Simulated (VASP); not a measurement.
# Sb (P4/mmm) in VASP: notebook

One crystal, Sb, is run at these levels: PBE; tasks: relaxation of cell and atoms, single point.

Everything below comes from runs of VASP 6.6.1. Logs are shortened: lines on timing, memory, paths and dates and some standing lists are left out, and cuts for length are marked.

## (1) The crystal as given

Symmetry: P4/mmm, No. 123, tetragonal system. The conventional cell has a = 5.721 Å, b = 5.721 Å, c = 2.673 Å, α = 90.00°, β = 90.00°, γ = 90.00°. Around Sb (site symmetry 4/mmm) lie 6 Sb at 2.67 to 2.86 Å. Around Sb (site symmetry mmm) lie 4 Sb at 2.67 to 2.86 Å.

The cell was built by a generator and needn't be a form met in nature.

## (2) Relaxation of cell and atoms, PBE

Contents of INCAR:

```
PREC = Accurate
ENCUT = 600
EDIFF = 1E-7
ISMEAR = 0
SIGMA = 0.1
LREAL = F
LASPH = T
NELM = 60
ALGO = Normal
ISIF = 3
LWAVE = F
LCHARG = F
GGA = PE
IBRION = 2
NSW = 90
EDIFFG = -0.04
```

Contents of KPOINTS:

```
Automatic mesh
0
Gamma
  4 4 6
```

Contents of POSCAR:

```
Sb
1.0
    5.7210411400      0.0000000000      0.0000000000
    0.0000000000      5.7210411400      0.0000000000
    0.0000000000      0.0000000000      2.6726392400
Sb
3
Direct
    0.0000000000      0.0000000000      0.0000000000
    0.0000000000      0.5000000000      0.0000000000
    0.5000000000      0.0000000000      0.0000000000
```

Potentials or basis: VASP PAW PBE potentials, release 64 (Sb).

Started as:

```bash
$ cat potpaw_PBE.64/Sb/POTCAR > POTCAR
$ mpirun -np 1 vasp_std > vasp.out
```

OUTCAR:

```text
PREC = Accurate
   ENCUT = 600
   EDIFF = 1E-7
   ISMEAR = 0
   LREAL = F
   LASPH = T
   NELM = 60
   ISIF = 3
   GGA = PE
   IBRION = 2
   NSW = 90
   EDIFFG = -0.04

 ion  position               nearest neighbor table
   1  0.000  0.000  0.000-   2 2.86   3 2.86   2 2.86   3 2.86
   2  0.000  0.500  0.000-   1 2.86   1 2.86
   3  0.500  0.000  0.000-   1 2.86   1 2.86

  LATTYP: Found a simple tetragonal cell.
 ALAT       =     5.7210411400
 C/A-ratio  =     0.4671595912

  Lattice vectors:

 A1 = (   5.7210411400,   0.0000000000,   0.0000000000)
 A2 = (   0.0000000000,   5.7210411400,   0.0000000000)
 A3 = (   0.0000000000,   0.0000000000,   2.6726392400)

Analysis of symmetry for initial positions (statically):
=====================================================================
 Subroutine PRICEL returns:
 Original cell was already a primitive cell.

 Routine SETGRP: Setting up the symmetry group for a
 simple tetragonal supercell.

 Subroutine GETGRP returns: Found 16 space group operations
 (whereof 16 operations were pure point group operations)
 out of a pool of 16 trial point group operations.

The static configuration has the point symmetry D_4h.

Analysis of symmetry for dynamics (positions and initial velocities):
=====================================================================
 Subroutine PRICEL returns:
 Original cell was already a primitive cell.

 Routine SETGRP: Setting up the symmetry group for a
 simple tetragonal supercell.

 Subroutine GETGRP returns: Found 16 space group operations
 (whereof 16 operations were pure point group operations)
 out of a pool of 16 trial point group operations.

The dynamic configuration has the point symmetry D_4h.

 Subroutine INISYM returns: Found 16 space group operations
 (whereof 16 operations are pure point group operations),
 and found     1 'primitive' translations

----------------------------------------------------------------------------------------

                                     Primitive cell

  volume of cell :      87.4763

  direct lattice vectors                    reciprocal lattice vectors
     5.721041140  0.000000000  0.000000000     0.174793359  0.000000000  0.000000000
     0.000000000  5.721041140  0.000000000     0.000000000  0.174793359  0.000000000
     0.000000000  0.000000000  2.672639240     0.000000000  0.000000000  0.374161984

  length of vectors
     5.721041140  5.721041140  2.672639240     0.174793359  0.174793359  0.374161984

  position of ions in fractional coordinates (direct lattice)
     0.000000000  0.000000000  0.000000000
     0.000000000  0.500000000  0.000000000
     0.500000000  0.000000000  0.000000000

  ion indices of the primitive-cell ions
[... 70 lines left out ...]
   LNONCOLLINEAR =      F non collinear calculations
   LSORBIT =      F    spin-orbit coupling
   LASPH  =      T    aspherical Exc in radial PAW
   ENCUT  =  600.0 eV  44.10 Ry    6.64 a.u.  11.43 11.43  5.34*2*pi/ulx,y,z
   NELM   =     60;   NELMIN=  2; NELMDL= -5     # of ELM steps
   EDIFF  = 0.1E-06   stopping-criterion for ELM
   LREAL  =      F    real-space projection
   EDIFFG = -.4E-01   stopping-criterion for IOM
   NSW    =     90    number of steps for IOM
   IBRION =      2    ionic relax: 0-MD 1-quasi-New 2-CG
   NFREE  =      1    steps in history (QN), initial steepest desc. (CG)
   ISIF   =      3    stress and relaxation
   ISYM   =      2    0-nonsym 1-usesym 2-fastsym
   POTIM  = 0.5000    time-step for ionic-motion
   TEBEG  =    0.0;   TEEND  =   0.0 temperature during run
   PSTRESS=    0.0 pullay stress
   NELECT =      15.0000    total number of electrons
   NUPDOWN=      -1.0000    fix difference up-down
   EMIN   =  10.00;   EMAX   =-10.00  energy-range for DOS
   EFERMI =   0.00;   METHOD = LEGACY
   ISMEAR =     0;   SIGMA  =   0.10  broadening in eV -4-tet -1-fermi 0-gaus
   EFERMI_NEDOS =   21; number of points for ismear=-14 and -15
   IALGO  =     38    algorithm
   IMIX   =      4    mixing-type and parameters
     AMIX     =   0.40;   BMIX     =  1.00
     AMIX_MAG =   1.60;   BMIX_MAG =  1.00
  volume/ion in A,a.u.               =      29.16       196.77
  Fermi-wavevector in a.u.,A,eV,Ry     =   0.909512  1.718728 11.254903  0.827212
  Thomas-Fermi vector in A             =   2.033565
   LORBIT       =      0    0 simple, 1 ext, 2 COOP (PROOUT), +10 PAW based schemes
   GGA     = PE    functional components
   LHFCALC =     F    Hartree Fock is set to
   AEXX    =    0.0000 exact exchange contribution
   IVDW    =     0    specifies the selected vdW correction
   LEPSILON=     F    determine dielectric tensor
   LRPA    =     F    only Hartree local field effects (RPA)
 conjugate gradient relaxation of ions
 non-spin polarized calculation
 Gauss-broadening in eV      SIGMA  =   0.10
  energy-cutoff  :      600.00
  volume of cell :       87.48
 maximum number of plane-waves:      2943
 NGX is ok and might be reduce to    48
   NGX = 23   NGY = 23   NGZ = 11

--------------------------------------- Ionic step        1  -------------------------------------------

 number of electron      15.0000002 magnetization

 Free energy of the ion-electron system (eV)
  ---------------------------------------------------
  ext. energy  EPLUGINS =         0.00000000
  ---------------------------------------------------
  free energy    TOTEN  =       -10.15788681 eV

  energy without entropy =      -10.15198140  energy(sigma->0) =      -10.15493410

 E-fermi :   7.2355     XC(G=0):  -9.4319

 val. band max:        7.2190479709   @ k =   0.5000   0.2500   0.1667
 cond. band min:       7.3648732238   @ k =   0.2500   0.0000   0.3333
 fundamental gap:      0.1458252529
 Fermi energy:         7.2355323380

 k-point     1 :       0.0000    0.0000    0.0000
  band No.  band energies     occupation
      1      -6.5889      2.00000
      2      -3.6142      2.00000
      3      -1.6770      2.00000
      4       0.7631      2.00000
      5       0.7631      2.00000
      6       5.5189      2.00000
      7       5.5189      2.00000
      8       9.9607      0.00000
      9      10.2691      0.00000
     10      12.2831      0.00000
     11      12.2831      0.00000
[... 504 lines left out ...]
--------------------------------------- Ionic step        6  -------------------------------------------

 number of electron      14.9999998 magnetization

 Free energy of the ion-electron system (eV)
  ---------------------------------------------------
  ext. energy  EPLUGINS =         0.00000000
  ---------------------------------------------------
  free energy    TOTEN  =       -11.38202386 eV

  energy without entropy =      -11.37222252  energy(sigma->0) =      -11.37712319

 E-fermi :   4.4070     XC(G=0):  -8.3897

 val. band max:        4.3573767295   @ k =   0.5000   0.5000   0.1667
 cond. band min:       4.4512833032   @ k =   0.5000   0.5000   0.5000
 fundamental gap:      0.0939065738
 Fermi energy:         4.4069559000

 k-point     1 :       0.0000    0.0000    0.0000
  band No.  band energies     occupation
      1      -7.3879      2.00000
      2      -5.2728      2.00000
      3      -3.8542      2.00000
      4      -0.3686      2.00000
      5      -0.3686      2.00000
      6       3.4205      2.00000
      7       3.4205      2.00000
      8       7.8776      0.00000
      9       7.9161      0.00000
     10       8.7606      0.00000
     11       9.6249      0.00000
[... 350 lines left out ...]
  FREE ENERGIE OF THE ION-ELECTRON SYSTEM (eV)
  ---------------------------------------------------
  free  energy   TOTEN  =       -11.3820238583 eV

  energy  without entropy=      -11.3722225234  energy(sigma->0) =      -11.37712319

 reached required accuracy - stopping structural energy minimisation
```

OSZICAR:

```text
N       E                     dE             d eps       ncg     rms          rms(c)
DAV:   1     0.756201869572E+02    0.75620E+02   -0.52604E+03   528   0.114E+03
DAV:   2    -0.572330349729E+01   -0.81343E+02   -0.77598E+02   680   0.182E+02
DAV:   3    -0.101222140077E+02   -0.43989E+01   -0.42076E+01   625   0.456E+01
[... 63 lines left out ...]
DAV:   7    -0.113820208812E+02   -0.42807E-04   -0.55034E-05   546   0.349E-02    0.374E-03
DAV:   8    -0.113820236063E+02   -0.27251E-05   -0.28415E-06   567   0.874E-03    0.166E-03
DAV:   9    -0.113820239237E+02   -0.31735E-06   -0.78492E-07   526   0.453E-03    0.722E-04
DAV:  10    -0.113820238095E+02    0.11417E-06   -0.13191E-07   434   0.205E-03    0.383E-04
DAV:  11    -0.113820238583E+02   -0.48814E-07   -0.49334E-09   273   0.503E-04
   6 F= -.11382024E+02 E0= -.11377123E+02  d E =-.695064E-01
```

CONTCAR:

```text
Sb
   1.00000000000000
     6.1723581168245296    0.0000000000000000    0.0000000000000000
     0.0000000000000000    6.1723581168245314   -0.0000000000000000
     0.0000000000000000   -0.0000000000000000    2.9615491197971946
  Sb
     3
Direct
     0.0000000000000000    0.0000000000000000    0.0000000000000000
     0.0000000000000000    0.5000000000000000    0.0000000000000000
     0.5000000000000000    0.0000000000000000    0.0000000000000000

  0.00000000E+00  0.00000000E+00  0.00000000E+00
  0.00000000E+00  0.00000000E+00  0.00000000E+00
  0.00000000E+00  0.00000000E+00  0.00000000E+00
```

Wall time 58 s (1 thread of AMD EPYC 9R45 (Zen 5), shared host); peak memory 0.21 GiB.

What came out:

```yaml
Free_energy: -11.3820 eV
Relaxed_volume: 37.61 Å³/atom
Relaxed_cell: a = 6.172 Å, b = 6.172 Å, c = 2.962 Å, α = 90.00°, β = 90.00°, γ = 90.00°
Space_group_after_relaxing_to_0.05_Å: P4/mmm (No. 123)
Energy_gained_by_relaxing: 408.0 meV/atom
Ionic_steps: 6
Pressure_after_relaxing: 0.0 GPa
Band_gap_on_the_k_mesh: none (metal or under the smearing width)
```

The path:
```
step  energy change (eV)  largest force (eV/Å)  pressure (GPa)  volume (Å³)
   1              0.0000                0.0000           18.76        87.48
   2             -0.3130                0.0000           -5.22       137.23
   3             -1.1537                0.0000            0.77       109.02
   4             -1.1546                0.0000            1.02       108.43
   5             -1.1546                0.0000            1.21       107.98
   6             -1.2241                0.0000            0.02       112.83
```

Final structure:
```cif
data_structure
_symmetry_space_group_name_H-M 'P 1'
_symmetry_Int_Tables_number 1
_cell_length_a 6.1724
_cell_length_b 6.1724
_cell_length_c 2.9615
_cell_angle_alpha 90.000
_cell_angle_beta 90.000
_cell_angle_gamma 90.000
_cell_volume 112.83
loop_
_atom_site_label
_atom_site_type_symbol
_atom_site_fract_x
_atom_site_fract_y
_atom_site_fract_z
_atom_site_occupancy
Sb1 Sb 0.00000 0.00000 0.00000 1
Sb2 Sb 0.00000 0.50000 0.00000 1
Sb3 Sb 0.50000 0.00000 0.00000 1
```

Caveat: the k mesh is coarse (spacing up to 0.39 Å⁻¹), so the values aren't converged; the volume moved by over 15 % at a fixed basis, so the end points are rough. Spin-orbit coupling is left out, which matters for the levels of Sb.

## (3) Single point, PBE

Contents of INCAR:

```
SYSTEM = Sb
ALGO = Normal
EDIFF = 1E-6
ENCUT = 520
GGA = PE
ISIF = 2
ISMEAR = 0
LASPH = .TRUE.
LCHARG = .FALSE.
LREAL = .FALSE.
LWAVE = .FALSE.
NBANDS = 14
NELM = 100
PREC = Accurate
SIGMA = 0.1
```

Contents of KPOINTS:

```
k-points
0
G
  4 4 6
  0 0 0
```

POSCAR is that of step 2.

Potentials or basis: VASP PAW PBE potentials, release 64 (Sb).

Started as:

```bash
$ cat potpaw_PBE.64/Sb/POTCAR > POTCAR
$ mpirun -np 1 vasp_std > vasp.out
```

It took 11 s on 1 thread of AMD EPYC 9R45 (Zen 5), shared host; peak memory 0.17 GiB.

Results (log left out):

* Free energy: -10.1577 eV
* Pressure: 18.8 GPa
* Band gap on the k mesh: none (metal or under the smearing width)

Stress tensor (GPa, compression positive):
```
12.18  0.00  0.00
 0.00 12.18  0.00
 0.00  0.00 31.95
```

Levels at points of the mesh, in eV from the Fermi level:
```csv
k point,band 4,band 5,band 6,band 7,band 8,band 9,band 10,band 11
"(0.00, 0.00, 0.00)",-6.47,-6.47,-1.72,-1.72,2.73,3.03,5.05,5.05
"(0.50, 0.00, 0.00)",-6.28,-2.94,-2.62,-1.29,-0.94,4.98,5.79,5.96
"(0.50, 0.50, 0.00)",-4.14,-1.90,-1.53,-1.53,-0.64,-0.40,5.39,5.39
"(0.00, 0.00, 0.50)",-4.57,-3.36,-3.27,-2.90,-2.90,2.13,2.13,2.57
"(0.50, 0.00, 0.50)",-5.03,-4.44,-3.81,-2.72,1.23,1.32,2.83,2.99
"(0.50, 0.50, 0.50)",-5.77,-5.01,-5.01,-0.14,1.75,2.80,2.80,3.44
```

Caveat: the k mesh is coarse (spacing up to 0.39 Å⁻¹), so the values aren't converged; so large a pressure means that the cell lies far from this level's equilibrium, or that cutoff or potentials fall short.
